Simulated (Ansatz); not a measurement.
## Ti started on a Si site and Ti started on a Si site, 9.41 Å apart on the ideal sites in diamond Si, 64 atoms, charge 0

All numbers come from Ansatz (PAW, plane waves, no spin–orbit coupling) at the single k point (¼, ¼, ¼) without its symmetry partners. The atoms were relaxed with PBEsol in a fixed cell; other functionals are single points on those atoms unless said otherwise. The valence top and gap of the host come from its small cell on a dense mesh, with the band extrema sought between the mesh points, lined up by the mean potential, PBEsol gap 0.46 eV, HSE06 gap 1.13 eV.

Relaxed structure:

```
Ti Si
1.0
    10.86558    0.00000    0.00000
     0.00000   10.86558    0.00000
     0.00000    0.00000   10.86558
Ti Si
2 62
Direct
  0.95236 0.95250 0.95259
  0.45237 0.45249 0.45260
  0.99935 0.99951 0.50349
  0.99935 0.50339 0.99957
  0.00325 0.49947 0.49957
  0.50325 0.99949 0.99959
  0.49935 0.00338 0.49957
  0.49936 0.49948 0.00347
  0.09782 0.09794 0.09804
  0.12626 0.12639 0.62676
  0.12625 0.62664 0.12647
  0.12651 0.62635 0.62647
  0.62653 0.12637 0.12647
  0.62623 0.12666 0.62644
  0.62625 0.62637 0.12673
  0.59784 0.59798 0.59805
  0.24188 0.24202 0.00747
  0.25340 0.25354 0.50480
  0.25835 0.74856 0.00575
  0.24840 0.75850 0.50577
  0.74841 0.25849 0.00573
  0.75833 0.24857 0.50572
  0.75339 0.75353 0.00479
  0.74190 0.74203 0.50746
  0.37286 0.37298 0.12787
  0.37443 0.37454 0.64622
  0.37704 0.88188 0.12790
  0.38175 0.87717 0.62789
  0.88177 0.37713 0.12786
  0.87702 0.38187 0.62786
  0.87444 0.87452 0.14622
  0.87286 0.87300 0.62789
  0.24188 0.00738 0.24212
  0.25836 0.00566 0.74865
  0.25341 0.50470 0.25361
  0.24841 0.50565 0.75858
  0.74844 0.00566 0.25858
  0.75337 0.00471 0.75360
  0.75839 0.50566 0.24860
  0.74190 0.50738 0.74210
  0.37285 0.12779 0.37308
  0.37702 0.12778 0.88199
  0.37439 0.64611 0.37466
  0.38174 0.62778 0.87726
  0.88175 0.12779 0.37727
  0.87439 0.14610 0.87462
  0.87704 0.62777 0.38198
  0.87285 0.62780 0.87307
  0.00726 0.24199 0.24212
  0.00552 0.25850 0.74864
  0.00555 0.74853 0.25860
  0.00457 0.75352 0.75360
  0.50458 0.25351 0.25362
  0.50553 0.24853 0.75860
  0.50553 0.75846 0.24867
  0.50723 0.74202 0.74212
  0.12766 0.37298 0.37306
  0.12765 0.37716 0.88197
  0.12764 0.88189 0.37727
  0.14597 0.87453 0.87463
  0.64597 0.37458 0.37459
  0.62765 0.38189 0.87723
  0.62766 0.87718 0.38197
  0.62765 0.87299 0.87308
```

Chemical potentials μ are those of reference phases of the elements at zero temperature by the same functional (the usual solids, diamond for C, grey Sn, and the molecules H2, N2, O2, F2, Cl2, Br2 and S8).

```
functional  E(defect) − E(host) − Σ nμ + q·E_VBM (eV)  monopole (eV)  alignment (eV)  formation energy at E_F = VBM (eV)  moment (μB)            wall time, shared host
    PBEsol                                       4.09           0.00            0.00                                4.09  0 (no spin)  47 s on NVIDIA H100 (relaxation)
     HSE06                                       4.54           0.00            0.00                                4.54  0 (no spin)               60 s on NVIDIA H100
```

HSE06 one-electron levels near the gap (the ten most localised at most), from the host's valence top:

```
level (eV)  spin  filling  atoms sharing it  element of the atom with most weight
     -0.28  both     2.00              41.1                                spread
     -0.28  both     2.00              41.1                                spread
      1.43  both     0.00              55.3                                spread
      1.43  both     0.00              55.3                                spread
```

The runs had no spin; a d shell or close levels can favour a state with a moment.

One k point and a cell of this size can leave errors of several tenths of an eV in such numbers.
